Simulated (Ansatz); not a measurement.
## C under changes of volume

One of the cells (9.153 Å³/atom); the others are scaled copies at fixed shape and fractional positions:

```xyz
2
Lattice="2.1273 -1.2283 0.0000 2.1273 1.2283 0.0000 -1.3791 0.0000 3.5028" Properties=species:S:1:pos:R:3 pbc="T T T"
C    -0.6699    0.0000    3.5025
C     3.5455    0.0000    0.0003
```

This is a stacking variant of graphite.

```yaml
Program: Ansatz 0.2.0
Functional: PBE0
Potentials_or_basis: Ansatz PAW
Cutoff: "420 eV (not typed: the program's choice for these potentials)"
k_mesh: 6 × 6 × 4
Occupations: fermi-dirac, width 0.05 eV
Spin: no spin polarisation
```

```csv
volume (Å³/atom),energy over the lowest point (meV/atom),pressure (GPa),gap on the mesh (eV),largest force (eV/Å)
8.604,?,?,?,?
8.787,8.89,10.1,1.19,0.066
8.970,1.00,3.8,1.16,0.063
9.153,0.00,-2.0,1.14,0.061
9.336,5.30,-7.2,1.12,0.058
9.519,16.39,-12.1,1.10,0.056
9.702,32.70,-16.5,1.09,0.054
```

Q: What does the run at 8.604 Å³/atom give?

A: Energy over the lowest point 24.30 meV/atom; pressure 17.0 GPa; gap on the mesh 1.21 eV; largest force 0.069 eV/Å.

Worked out: A Birch-Murnaghan fit of order 3 (a polynomial in V^(-2/3)) to the other rows has its minimum at 9.09 Å³/atom with B0 = V·E''(V) = 283 GPa and B' = 3.5 at fixed shape and positions, which overstates the stiffness. It gives 24.36 meV/atom at 8.604 Å³/atom, against the run's 24.30, and -dE/dV = 17.1 GPa, against 17.0. A straight line through the other rows of the gap, of slope -1.01 eV per unit of ln V, extrapolates to 1.21 eV, against the run's 1.21.

Energies are extrapolated to zero smearing.

Caveats: all runs use coarse meshes; this functional lacks dispersion, which binds the layers, so the pressure and a relaxed spacing across them are unreliable; the PAW data sets come from PBE, with cores solved anew for the run's functional, which leaves a small shift of forces and pressure; the thresholds are loose for stress.

A mesh can miss the band edges.
